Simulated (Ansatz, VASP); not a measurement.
One calculation of Ti, two programs

INCAR

```
SYSTEM = Ti
PREC = Accurate
ENCUT = 520
EDIFF = 1E-6
ISMEAR = 0
SIGMA = 0.15
LREAL = .False.
LASPH = .True.
NELM = 80
ALGO = Normal
ISIF = 2
LWAVE = .False.
LCHARG = .False.
GGA = PS
NBANDS = 12
```

KPOINTS

```
Automatic mesh
0
Gamma
  20 20 20
  0 0 0
```

Contents of POSCAR:

```
Ti
1.0
   -1.5917700000      1.5917700000      1.5917700000
    1.5917700000     -1.5917700000      1.5917700000
    1.5917700000      1.5917700000     -1.5917700000
Ti
1
Direct
    0.0000000000      0.0000000000      0.0000000000
```

Input for Ansatz:

```yaml
crystal:
  lattice:
    - [-1.59177, 1.59177, 1.59177]
    - [1.59177, -1.59177, 1.59177]
    - [1.59177, 1.59177, -1.59177]
  atoms:
    - { symbol: Ti, position: [0.0, 0.0, 0.0] }
basis:
  ecutwfc: 420
kpoints:
  mp_grid: { grid: [20, 20, 20] }
hamiltonian:
  xc: pbesol
scf:
  occupations: { method: gaussian, width: 0.15 }
output:
  forces: true
  stress: true
  eigenvalues: true
  write_density: true
  write_potential: true
  elf: true
  volumetric_format: npy
```

Change from the starting cell: strain -0.030 along x and y, -0.030 along z, atoms carried along.

Alike in both runs: task single point; functional PBEsol; k mesh 20 × 20 × 20; occupations gaussian, width 0.15 eV; no spin polarisation.

|  | VASP | Ansatz |
| --- | --- | --- |
| version | VASP 6.6.1 | Ansatz 0.2.0 |
| potentials or method | VASP PAW PBE potentials, release 64 (Ti_sv) | scalar-relativistic, plane waves, PAW |
| plane-wave cutoff (eV) | 520 | 420 |
| valence electrons in the cell | 12 | 12 |

Ansatz gave:

```
gap on the k mesh at the Fermi level (eV) : none
pressure (GPa)                            : 3.0
```

Problem. What did VASP give for the same quantities?

Solution. gap on the k mesh at the Fermi level (eV): none; pressure (GPa): 2.7.

A gap of «none» marks a metal or a gap that the smearing closes.

Caveats: the PAW data sets were made with another functional, which shifts forces and pressure a little (VASP).
